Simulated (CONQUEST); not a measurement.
This CONQUEST 1.3 run on CoO needs a look.

File Conquest_input:

```
IO.Title CoO
IO.Coordinates coords.dat
IO.FractionalAtomicCoords T
IO.Iprint 2
IO.Iprint_init 1
General.NumberOfSpecies 3
General.PseudopotentialType hamann
General.FunctionalType 999
General.DifferentFunctional T
AtomMove.TypeOfRun static
AtomMove.FullStress T
Grid.GridCutoff 100
DM.SolutionMethod diagon
Diag.MPMesh T
Diag.GammaCentred T
Diag.MPMeshX 4
Diag.MPMeshY 4
Diag.MPMeshZ 3
Diag.kT 0.00367493
minE.SCTolerance 1e-6
SC.MaxIters 80
IO.AtomChargeOutput T
Spin.SpinPolarised T
Spin.FixSpin F
SC.LinearMixingFactor 0.3
SC.MaxPulay 8
%block ChemicalSpeciesLabel
1 58.930 Co_1
2 58.930 Co_2
3 16.000 O
%endblock
%block Co_1
Atom.SpinNeUp 9.5000
Atom.SpinNeDn 7.5000
%endblock
%block Co_2
Atom.SpinNeUp 7.5000
Atom.SpinNeDn 9.5000
%endblock
%block O
Atom.SpinNeUp 3.0000
Atom.SpinNeDn 3.0000
%endblock
```

coords.dat

```
    5.6994139919     0.0000000000     0.0000000000
    0.0000000000     5.6994139919     0.0000000000
    0.0000000000     0.0000000000     7.9642414453
4
  0.0000000000   0.0000000000   0.0000000000 1 T T T
  0.5000000000   0.5000000000   0.5000000000 2 T T T
  0.0000000000   0.0000000000   0.5000000000 3 T T T
  0.5000000000   0.5000000000   0.0000000000 3 T T T
```

Potentials or basis: PseudoDojo NC PBEsol, DZP, grid cutoff 100 Ha.

Launch:

```sh
$ Conquest
```

Output:

```text
Simulation cell dimensions:     5.6994 a0 x     5.6994 a0 x     7.9642 a0

      Atomic coordinates (a0)
         Atom         X         Y         Z  Species
            1    0.0000    0.0000    0.0000        1
            2    2.8497    2.8497    3.9821        2
            3    0.0000    0.0000    3.9821        3
            4    2.8497    2.8497    0.0000        3

         Monkhorst-Pack mesh:   4 x   4 x   3 gamma-centred
        This calculation includes non-local pseudopotentials,
         with a maximum core radius of      6.70341577

    Job title: CoO
    Job to be run: static calculation

    Ground state search:
      Support functions represented with PAO basis
      1:1 PAO to SF mapping
      Spin-polarised electrons; population difference free
      Solving for the K matrix using diagonalisation
      Using Fermi-Dirac smearing

    Integration grid size:     32 x   32 x   36

[... 162 lines left out ...]
    PulayMixSC: Pulay iteration    14 residual:              0.76392E-06
    PulayMixSC: Reached SCF tolerance of  0.76392E-06 after     14 iterations
      | Number of electrons (u/d)=        23.000015       23.000014
[... 1 line left out ...]
      |  screened ion-ion energy =      -269.092803893907615 Ha
      |  Ha correction           =        -1.052062635208601 Ha
      |  XC correction           =       -12.432485191488668 Ha
      | GS Energy as E-(1/2)TS   =      -338.276131977792261 Ha
      | Free Energy as E-TS      =      -338.281465315858100 Ha
      |* Harris-Foulkes energy   =      -338.270798639726422 Ha
      |* DFT total energy        =      -338.270798638996837 Ha
      |  estimated accuracy      =        -0.000000000729585 Ha

    force: Forces on atoms (Ha/a0)
    force:  Atom   X              Y              Z
    force:     1  -0.0000000000   0.0000000000   0.0000000000
    force:     2  -0.0000000000   0.0000000000  -0.0000000000
    force:     3   0.0000000000   0.0000000000  -0.0000000000
    force:     4  -0.0000000000  -0.0000000000   0.0000000000

    force: Maximum force :        0.00000000(Ha/a0) on atom         2 in z direction
    force: Force Residual:        0.00000000 Ha/a0
    force: Total stress:         18.47944466    -0.00000000     0.00000000 GPa
                            -0.00000000    18.47944466     0.00000000
                             0.00000000     0.00000000     9.52459327
    force: Average pressure:    -15.49449420 GPa

    force: Finished force
    get_E_and_F: Change in energy during last step of electronic optimisation:  0.12608E-05

    BIBLIOGRAPHY: Please consider citing the following references in the conquest.bib file

    CONQUEST:         Bowler2002pt, Miyazaki2004, Nakata2020
    Basis:            Bowler2019
    DM:               Bowler:2006xr
    Pseudopotentials: Hamann2013, Bowler2019

    Warnings written to file Conquest_warnings; please check
```

Task: How did it end, and where is the flaw?

Result: The calculation finished and met its thresholds. The input holds a flaw that was put in on purpose: unknown functional number (General.FunctionalType = 999; General.DifferentFunctional = T). The program doesn't stop on it, so the numbers can't be trusted though the run ends normally.
